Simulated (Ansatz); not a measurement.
**W under strain — field gradients at the nuclei**

The cell is a COD entry, relaxed with PBE at fixed cell and then changed (z stretched by 1 %, ions relaxed).

```
W
1.0
     5.08300    0.00000    0.00000
     0.00000    5.08300    0.00000
     0.00000    0.00000    5.13383
W
8
Direct
  0.00000 0.00000 0.00000
  0.50000 0.50000 0.50000
  0.00000 0.50000 0.25000
  0.00000 0.50000 0.75000
  0.25000 0.00000 0.50000
  0.75000 0.00000 0.50000
  0.50000 0.75000 0.00000
  0.50000 0.25000 0.00000
```

Atoms are numbered from 1 in the order listed; like atoms form one site, named after its first atom.

Level of theory: DFT, PBE, plane waves and PAW, scalar-relativistic, 420 eV cutoff, Γ-centred 9×9×9 k-points, Fermi–Dirac smearing 0.05 eV (Ansatz 0.2.0).

C_Q = eQV_zz/h, which is 24.18 MHz for Q = 1 b and V_zz = 10²¹ V/m²; η = (V_xx − V_yy)/V_zz.

(1) What field gradients does the calculation give at each kind of site?

## Answers

(1) 

```csv
site,atoms (order as listed),first shell,V_zz (10²¹ V/m²),η,C_Q (MHz)
W1,"1, 2",12 W at 2.84–2.86 Å,2.33,0.03,–
W3,"3, 4",14 W at 2.57–3.12 Å,-7.32,0.00,–
W5,"5, 6, 7, 8",14 W at 2.54–3.13 Å,-6.79,0.45,–
```

An axis of threefold or higher order runs through W3, so V_zz lies along it and η is zero.

W has no stable isotope with a ground-state quadrupole moment in the table, so no C_Q is given.

With no gap above 0.1 eV, as in a metal, the gradients converge slowly in k; expect changes of a tenth or more on a denser mesh. Without spin–orbit coupling the gradients at and beside W can be off by some per cent, at some sites by more.

The relaxation (2 steps) took 41 s of wall time (41 s of CPU time) and 0.82 GiB at its peak, on 1 thread of Intel Xeon 6975P-C (Granite Rapids) (x86_64; 16 cores open to the job, memory cap 3.0 GiB, no GPU), a shared host with a load of 0.6 a core.
